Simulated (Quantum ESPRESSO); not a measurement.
# PbS (Galena) (Fm-3m) in Quantum ESPRESSO: notebook

The runs below take PbS (Galena) through dielectric tensor, phonons, with AM05, PBE.

Program: Quantum ESPRESSO 7.5. These are calculated values, not measurements. Logs are shortened: lines on timing, memory, paths and dates and some standing lists are left out, and cuts for length are marked.

**The experiment to reproduce.**

A printed reference work, monograph reports, for a bulk crystal of PbS at 300 K: high-frequency dielectric constant 17.2.

The runs below are set against these values where they give the same quantity.

### 1 The crystal as given

It takes space group Fm-3m (No. 225, cubic). The conventional cell has a = 5.931 Å, b = 5.931 Å, c = 5.931 Å, α = 90.00°, β = 90.00°, γ = 90.00°. Pb (site symmetry m-3m) is surrounded by 6 S at 2.97 Å. S (site symmetry m-3m) has 6 Pb at 2.97 Å as nearest neighbours.

### 2 Dielectric tensor, AM05

Input file pw.in:

```
&CONTROL
  calculation = 'scf'
  prefix = 'pwscf'
  outdir = './tmp'
  pseudo_dir = './pseudo'
  tprnfor = .true.
  tstress = .true.
  disk_io = 'low'
/
&SYSTEM
  ibrav = 0
  nat = 2
  ntyp = 2
  ecutwfc = 56
  nbnd = 16
  input_dft = 'XC-000I-000I-120L-135L-000I-000I'
  occupations = 'smearing'
  smearing = 'fd'
  degauss = 0.00367493
/
&ELECTRONS
  conv_thr = 4d-10
  electron_maxstep = 120
  mixing_beta = 0.5
/
ATOMIC_SPECIES
Pb   207.2000 Pb.upf
S     32.0600 S.upf
CELL_PARAMETERS angstrom
   0.0000000000    2.9657500000    2.9657500000
   2.9657500000    0.0000000000    2.9657500000
   2.9657500000    2.9657500000    0.0000000000
ATOMIC_POSITIONS angstrom
Pb     0.0000000000    0.0000000000    0.0000000000
S      2.9657500000    2.9657500000    2.9657500000
K_POINTS automatic
8 8 8 1 1 1
```

Input file gamma.in:

```
&CONTROL
  calculation = 'bands'
  prefix = 'pwscf'
  outdir = './tmp'
  pseudo_dir = './pseudo'
  disk_io = 'low'
  verbosity = 'high'
/
&SYSTEM
  ibrav = 0
  nat = 2
  ntyp = 2
  ecutwfc = 56
  nbnd = 16
  input_dft = 'XC-000I-000I-120L-135L-000I-000I'
  occupations = 'smearing'
  smearing = 'fd'
  degauss = 0.00367493
/
&ELECTRONS
  conv_thr = 1d-08
  electron_maxstep = 120
  mixing_beta = 0.5
  diago_full_acc = .true.
  startingwfc = 'random'
/
ATOMIC_SPECIES
Pb   207.2000 Pb.upf
S     32.0600 S.upf
CELL_PARAMETERS angstrom
   0.0000000000    2.9657500000    2.9657500000
   2.9657500000    0.0000000000    2.9657500000
   2.9657500000    2.9657500000    0.0000000000
ATOMIC_POSITIONS angstrom
Pb     0.0000000000    0.0000000000    0.0000000000
S      2.9657500000    2.9657500000    2.9657500000
K_POINTS crystal
1
0.0 0.0 0.0 1
```

Input file scf2.in:

```
&CONTROL
  calculation = 'scf'
  prefix = 'pwscf'
  outdir = './tmp'
  pseudo_dir = './pseudo'
  tprnfor = .true.
  tstress = .true.
  disk_io = 'low'
/
&SYSTEM
  ibrav = 0
  nat = 2
  ntyp = 2
  ecutwfc = 56
  nbnd = 16
  input_dft = 'XC-000I-000I-120L-135L-000I-000I'
  occupations = 'fixed'
/
&ELECTRONS
  conv_thr = 1d-13
  electron_maxstep = 120
  mixing_beta = 0.5
  startingpot = 'file'
/
ATOMIC_SPECIES
Pb   207.2000 Pb.upf
S     32.0600 S.upf
CELL_PARAMETERS angstrom
   0.0000000000    2.9657500000    2.9657500000
   2.9657500000    0.0000000000    2.9657500000
   2.9657500000    2.9657500000    0.0000000000
ATOMIC_POSITIONS angstrom
Pb     0.0000000000    0.0000000000    0.0000000000
S      2.9657500000    2.9657500000    2.9657500000
K_POINTS automatic
8 8 8 1 1 1
```

Input file ph.in:

```
dielectric of PbS
&INPUTPH
  prefix = 'pwscf'
  outdir = './tmp'
  tr2_ph = 1d-18
  fildyn = 'dyn'
  niter_ph = 90
  alpha_mix(1) = 0.7
  epsil = .true.
  trans = .false.
  zeu = .true.
/
0.0000000000 0.0000000000 0.0000000000
```

Potentials or basis: PseudoDojo 0.4.1 SR PBE standard.

On the command line:

```sh
OMP_NUM_THREADS=1 pw.x -in pw.in > pw.out
OMP_NUM_THREADS=1 pw.x -in gamma.in > gamma.out
OMP_NUM_THREADS=1 pw.x -in scf2.in > scf2.out
OMP_NUM_THREADS=1 ph.x -in ph.in > ph.out
```

pw.out:

```text
This program is part of the open-source Quantum ESPRESSO suite
     for quantum simulation of materials; please cite
         "P. Giannozzi et al., J. Phys.:Condens. Matter 21 395502 (2009);
         "P. Giannozzi et al., J. Phys.:Condens. Matter 29 465901 (2017);
         "P. Giannozzi et al., J. Chem. Phys. 152 154105 (2020);
     in publications or presentations arising from this work. More details at

     IMPORTANT: XC functional enforced from input :
     Exchange-correlation= XC-000I-000I-120L-135L-000I-000I
                           (   0   0 120 135   0   0   0)
     Any further DFT definition will be discarded
     Please, verify this is what you really want

     Message from routine setup:
     using ibrav=0 with symmetry is DISCOURAGED, use correct ibrav instead

     G-vector sticks info
     --------------------
     sticks:   dense  smooth     PW     G-vecs:    dense   smooth      PW
     Sum         955     955    301                19891    19891    3479

     Using Slab Decomposition

     bravais-lattice index     =            0
     lattice parameter (alat)  =       7.9259  a.u.
     unit-cell volume          =     352.0710 (a.u.)^3
     number of atoms/cell      =            2
     number of atomic types    =            2
     number of electrons       =        20.00
     number of Kohn-Sham states=           16
     kinetic-energy cutoff     =      56.0000  Ry
     charge density cutoff     =     224.0000  Ry
     scf convergence threshold =      4.0E-10
     mixing beta               =       0.5000
     number of iterations used =            8  plain     mixing
     Exchange-correlation= XC-000I-000I-120L-135L-000I-000I
                           (   0   0 120 135   0   0   0)

     celldm(1)=   7.925897  celldm(2)=   0.000000  celldm(3)=   0.000000
     celldm(4)=   0.000000  celldm(5)=   0.000000  celldm(6)=   0.000000

     crystal axes: (cart. coord. in units of alat)
               a(1) = (   0.000000   0.707107   0.707107 )
               a(2) = (   0.707107   0.000000   0.707107 )
               a(3) = (   0.707107   0.707107   0.000000 )

     reciprocal axes: (cart. coord. in units 2 pi/alat)
               b(1) = ( -0.707107  0.707107  0.707107 )
               b(2) = (  0.707107 -0.707107  0.707107 )
               b(3) = (  0.707107  0.707107 -0.707107 )

     PseudoPot. # 1 for Pb read from file:
     Pb.upf
     Pseudo is Norm-conserving + core correction, Zval = 14.0
     Generated using ONCVPSP code by D. R. Hamann
     Using radial grid of 1678 points,  6 beta functions with:
                l(1) =   0
                l(2) =   0
                l(3) =   1
                l(4) =   1
                l(5) =   2
                l(6) =   2

     PseudoPot. # 2 for S  read from file:
     S.upf
     Pseudo is Norm-conserving + core correction, Zval =  6.0
     Generated using ONCVPSP code by D. R. Hamann
     Using radial grid of 1146 points,  6 beta functions with:
                l(1) =   0
                l(2) =   0
                l(3) =   1
                l(4) =   1
                l(5) =   2
                l(6) =   2

     atomic species   valence    mass     pseudopotential
     Pb               14.00   207.20000     Pb( 1.00)
     S                 6.00    32.06000     S ( 1.00)

     48 Sym. Ops., with inversion, found

   Cartesian axes

     site n.     atom                  positions (alat units)
         1        Pb     tau(   1) = (   0.0000000   0.0000000   0.0000000  )
         2        S      tau(   2) = (   0.7071068   0.7071068   0.7071068  )

     number of k points=    60  Fermi-Dirac smearing, width (Ry)=  0.0037
                       cart. coord. in units 2pi/alat
        k(    1) = (   0.0441942   0.0441942   0.0441942), wk =   0.0078125
        k(    2) = (   0.1325825   0.1325825  -0.0441942), wk =   0.0234375
        k(    3) = (   0.2209709   0.2209709  -0.1325825), wk =   0.0234375
        k(    4) = (   0.3093592   0.3093592  -0.2209709), wk =   0.0234375
        k(    5) = (  -0.3093592  -0.3093592   0.3977476), wk =   0.0234375
        k(    6) = (  -0.2209709  -0.2209709   0.3093592), wk =   0.0234375
[... 52 lines left out ...]
        k(   59) = (   0.3093592   0.3093592   0.3093592), wk =   0.0078125
        k(   60) = (  -0.3093592  -0.3093592   0.9280777), wk =   0.0234375

     Dense  grid:    19891 G-vectors     FFT dimensions: (  40,  40,  40)

     WARNING: libxc functional with ID  120 depends
      on external parameters: check the user_guide of
      QE if you need to modify them or to check their
      default values.

     WARNING: libxc functional with ID  135 depends
      on external parameters: check the user_guide of
      QE if you need to modify them or to check their
      default values.

     Initial potential from superposition of free atoms

     starting charge      19.9978, renormalised to      20.0000
     Starting wfcs are   13 randomized atomic wfcs +    3 random wfcs

     Self-consistent Calculation

     iteration #  1     ecut=    56.00 Ry     beta= 0.50
     Davidson diagonalization with overlap
     ethr =  1.00E-02,  avg # of iterations =  6.1

     Threshold (ethr) on eigenvalues was too large:
     Diagonalizing with lowered threshold

     Davidson diagonalization with overlap
     ethr =  5.52E-04,  avg # of iterations =  1.9

     total energy              =    -162.31588636 Ry
     estimated scf accuracy    <       0.10704585 Ry

     iteration #  2     ecut=    56.00 Ry     beta= 0.50
     Davidson diagonalization with overlap
     ethr =  5.35E-04,  avg # of iterations =  3.0

     total energy              =    -162.34504472 Ry
     estimated scf accuracy    <       0.01528728 Ry

     iteration #  3     ecut=    56.00 Ry     beta= 0.50
     Davidson diagonalization with overlap
     ethr =  7.64E-05,  avg # of iterations =  4.4

     total energy              =    -162.34796679 Ry
     estimated scf accuracy    <       0.00092475 Ry

     iteration #  4     ecut=    56.00 Ry     beta= 0.50
     Davidson diagonalization with overlap
     ethr =  4.62E-06,  avg # of iterations =  5.7

     total energy              =    -162.34803071 Ry
     estimated scf accuracy    <       0.00001702 Ry

     iteration #  5     ecut=    56.00 Ry     beta= 0.50
     Davidson diagonalization with overlap
     ethr =  8.51E-08,  avg # of iterations =  2.1
[... 15 lines left out ...]
     total energy              =    -162.34803414 Ry
     estimated scf accuracy    <       0.00000008 Ry

     iteration #  8     ecut=    56.00 Ry     beta= 0.50
     Davidson diagonalization with overlap
     ethr =  3.87E-10,  avg # of iterations =  2.1

     total energy              =    -162.34803417 Ry
     estimated scf accuracy    <       0.00000006 Ry

     iteration #  9     ecut=    56.00 Ry     beta= 0.50
     Davidson diagonalization with overlap
     ethr =  2.83E-10,  avg # of iterations =  1.2

     total energy              =    -162.34803417 Ry
     estimated scf accuracy    <          1.8E-09 Ry

     iteration # 10     ecut=    56.00 Ry     beta= 0.50
     Davidson diagonalization with overlap
     ethr =  9.22E-12,  avg # of iterations =  2.1

     End of self-consistent calculation

          k = 0.0442 0.0442 0.0442 (  2505 PWs)   bands (ev):

    -8.0461  -8.0452  -8.0452  -8.0298  -8.0298  -4.9097   2.4678   6.5092
     6.5092   6.5916  13.4096  13.5767  13.5767  15.3454  15.4418  15.4418

          k = 0.1326 0.1326-0.0442 (  2520 PWs)   bands (ev):

    -8.0459  -8.0424  -8.0420  -8.0343  -8.0256  -4.7319   1.9314   6.3067
     6.6824   7.0989  12.0114  12.4986  13.1369  15.3954  15.6162  16.2590

          k = 0.2210 0.2210-0.1326 (  2498 PWs)   bands (ev):

    -8.0516  -8.0515  -8.0438  -8.0201  -8.0122  -4.3271   0.9789   6.2883
     6.8548   7.7555  10.5070  11.3583  12.1747  15.6152  16.4213  17.3248

          k = 0.3094 0.3094-0.2210 (  2486 PWs)   bands (ev):

    -8.0629  -8.0606  -8.0424  -8.0032  -8.0004  -3.8486   0.0960   6.4359
     6.9177   8.2651   9.4660  10.6995  11.3428  16.4933  17.6730  18.6002

          k =-0.3094-0.3094 0.3977 (  2496 PWs)   bands (ev):

    -8.0680  -8.0619  -8.0422  -7.9992  -7.9955  -3.6664  -0.1951   6.6418
     6.7899   8.3101   9.2687  10.7199  10.9255  17.0769  18.7237  18.8054

          k =-0.2210-0.2210 0.3094 (  2490 PWs)   bands (ev):

    -8.0634  -8.0549  -8.0431  -8.0098  -8.0014  -3.9977   0.3570   6.5722
     6.6971   8.0160   9.8070  11.1792  11.3474  15.9552  17.5108  18.0382
[... 86 lines left out ...]
          k = 0.0442-0.4861 0.5745 (  2489 PWs)   bands (ev):

    -8.1469  -8.0483  -8.0236  -8.0051  -7.9898  -3.2559   0.6053   3.9539
     5.3395   6.5767  11.7172  12.7955  13.6258  15.0760  18.5042  19.8443

          k = 0.1326-0.3977 0.4861 (  2491 PWs)   bands (ev):

    -8.1037  -8.0450  -8.0309  -8.0157  -7.9965  -3.4425   0.1483   4.9240
     5.9736   7.4170  10.4207  11.8110  12.8401  16.5158  17.4624  18.8359

          k = 0.2210-0.3094 0.3977 (  2484 PWs)   bands (ev):

    -8.0733  -8.0575  -8.0401  -8.0051  -7.9969  -3.6858  -0.0354   6.1663
     6.6626   8.0034   9.6088  10.9380  11.5990  16.5794  18.2302  18.9472

          k =-0.6629 0.0442 0.0442 (  2480 PWs)   bands (ev):

    -8.1862  -8.0707  -8.0044  -7.9855  -7.9847  -3.2588   1.3022   3.5520
     5.2519   5.2954  12.5205  14.0776  14.1520  14.2750  19.8125  20.5468

          k =-0.5745 0.1326-0.0442 (  2484 PWs)   bands (ev):

    -8.1590  -8.0629  -8.0141  -7.9943  -7.9892  -3.4056   0.9533   4.2560
     5.1935   5.9326  12.5524  12.9951  13.5888  14.5030  19.7777  19.9093

          k =-0.4861 0.2210-0.1326 (  2484 PWs)   bands (ev):

    -8.1102  -8.0462  -8.0362  -8.0091  -7.9938  -3.5837   0.4047   5.2879
     5.6994   6.9101  11.0306  12.2844  12.6764  15.1557  18.8578  19.4491

          k =-0.4861 0.0442 0.0442 (  2484 PWs)   bands (ev):

    -8.1402  -8.0653  -8.0118  -7.9990  -7.9966  -3.7207   1.1219   5.1567
     5.5059   5.6038  12.4740  12.8172  13.7426  13.9341  19.0989  19.6151

          k =-0.3977 0.1326-0.0442 (  2496 PWs)   bands (ev):

    -8.0989  -8.0557  -8.0282  -8.0110  -8.0025  -3.9998   0.9921   5.5811
     6.0062   6.7203  11.1847  12.6181  12.9074  14.3952  18.5056  18.7909

          k =-0.3094 0.0442 0.0442 (  2507 PWs)   bands (ev):

    -8.0739  -8.0557  -8.0266  -8.0221  -8.0148  -4.3796   1.4654   5.9800
     5.9976   7.4031  10.7151  13.1080  13.3276  13.9404  17.7617  17.8505

          k = 0.1326 0.1326 0.1326 (  2517 PWs)   bands (ev):

    -8.0450  -8.0448  -8.0448  -8.0261  -8.0261  -4.6475   1.6785   6.5918
     6.5918   7.1501  11.7540  12.4131  12.4131  15.3247  16.0781  16.0781

          k = 0.2210 0.2210 0.0442 (  2504 PWs)   bands (ev):

    -8.0499  -8.0459  -8.0438  -8.0294  -8.0146  -4.3974   1.2131   5.8831
     6.9124   7.8002  10.5861  11.4303  12.7835  15.8854  16.0041  17.5159

          k = 0.3094 0.3094-0.0442 (  2493 PWs)   bands (ev):

    -8.0673  -8.0490  -8.0376  -8.0184  -8.0104  -3.9650   0.5951   5.3092
     6.9257   8.1249   9.8440  10.9432  12.7529  16.5978  16.6919  19.0006

          k =-0.3094-0.3094 0.5745 (  2490 PWs)   bands (ev):

    -8.0876  -8.0498  -8.0333  -8.0113  -8.0019  -3.5675   0.0995   5.1820
     6.5930   7.5800  10.1481  11.1217  12.6082  17.0048  17.7632  17.9009

          k =-0.2210-0.2210 0.4861 (  2487 PWs)   bands (ev):
[... 99 lines left out ...]
          k =-0.1326-0.3094 0.7513 (  2495 PWs)   bands (ev):

    -8.1323  -8.0380  -8.0279  -8.0200  -7.9900  -3.2780   0.4627   4.2330
     5.0193   7.4286  10.7836  12.8150  13.3546  16.1132  17.3156  19.9370

          k =-0.8397 0.2210 0.2210 (  2493 PWs)   bands (ev):

    -8.1177  -8.0397  -8.0365  -8.0103  -7.9942  -3.3959   0.2617   4.6729
     6.0565   6.7092  11.1590  12.0062  13.0521  15.6077  18.6134  18.7044

          k = 0.3094 0.3094 0.3094 (  2482 PWs)   bands (ev):

    -8.0633  -8.0633  -8.0434  -7.9976  -7.9976  -3.7552  -0.1224   6.8734
     6.8734   8.4316   9.2559  10.6460  10.6460  16.9531  18.4431  18.4431

          k =-0.3094-0.3094 0.9281 (  2483 PWs)   bands (ev):

    -8.0771  -8.0569  -8.0387  -8.0044  -7.9973  -3.6022  -0.1033   5.9409
     6.6859   7.8626   9.7236  10.9028  11.7841  16.9394  18.3004  18.3640

     the Fermi energy is     8.8217 ev

!    total energy              =    -162.34803417 Ry
     estimated scf accuracy    <          2.7E-10 Ry
     smearing contrib. (-TS)   =      -0.00000032 Ry
     internal energy E=F+TS    =    -162.34803385 Ry

     The total energy is F=E-TS. E is the sum of the following terms:
     one-electron contribution =     -35.73791800 Ry
     hartree contribution      =      30.33990964 Ry
     xc contribution           =     -45.72038141 Ry
     ewald contribution        =    -111.22964409 Ry

     convergence has been achieved in  10 iterations

     Forces acting on atoms (cartesian axes, Ry/au):

     atom    1 type  1   force =    -0.00000000   -0.00000000    0.00000000
     atom    2 type  2   force =     0.00000000    0.00000000   -0.00000000

     Total force =     0.000000     Total SCF correction =     0.000000

     Computing stress (Cartesian axis) and pressure

          total   stress  (Ry/bohr**3)                   (kbar)     P=       -1.92
  -0.00001302   0.00000000   0.00000000           -1.92        0.00        0.00
   0.00000000  -0.00001302  -0.00000000            0.00       -1.92       -0.00
   0.00000000  -0.00000000  -0.00001302            0.00       -0.00       -1.92

=------------------------------------------------------------------------------=
   JOB DONE.
=------------------------------------------------------------------------------=
```

It took 5.9 min on 1 thread of Arm Neoverse V2, shared host; peak memory 0.08 GiB.

What came out:

| Quantity | Value |
| --- | --- |
| Free energy | -2208.8575 eV |
| Pressure | -0.2 GPa |
| Electronic dielectric tensor (diagonal) | 17.14 |
| Born charges (mean of the diagonal) | Pb +4.51; S -4.51 e |

Electronic dielectric tensor:
```
17.14  0.00  0.00
 0.00 17.14  0.00
 0.00  0.00 17.14
```

Born effective charge tensors (e):
atom 1, Pb
```
4.51 0.00 0.00
0.00 4.51 0.00
0.00 0.00 4.51
```
atom 2, S
```
-4.51  0.00  0.00
 0.00 -4.51  0.00
 0.00  0.00 -4.51
```

Caveat: the potentials were made for another functional, which shifts forces and pressure.

[end of part 1 of 2]
